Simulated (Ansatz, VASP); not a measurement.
ZnS: VASP beside Ansatz

```
Zn S
1.0
     0.00000    2.75764    2.75764
     2.75764    0.00000    2.75764
     2.75764    2.75764    0.00000
Zn S
1 1
Direct
  0.25000 0.25000 0.25000
  0.00000 0.00000 0.00000
```

Alike in both runs: task single point; functional PBE; k mesh 8 × 8 × 8; occupations gaussian, width 0.05 eV; no spin polarisation.

```csv
,VASP,Ansatz
version,VASP 6.6.1,Ansatz 0.2.0
potentials or method,"VASP PAW PBE potentials, release 64 (Zn, S)","scalar-relativistic, plane waves, PAW"
plane-wave cutoff (eV),520,420
valence electrons in the cell,18,18
```

Ansatz gave:

```
gap on the k mesh at the Fermi level (eV) : 1.85
least direct gap on the mesh (eV)         : 1.85
pressure (GPa)                            : -2.5
```

Q: What did VASP give for the same quantities?

A: gap on the k mesh at the Fermi level (eV): 1.85; least direct gap on the mesh (eV): 1.85; pressure (GPa): -2.4.
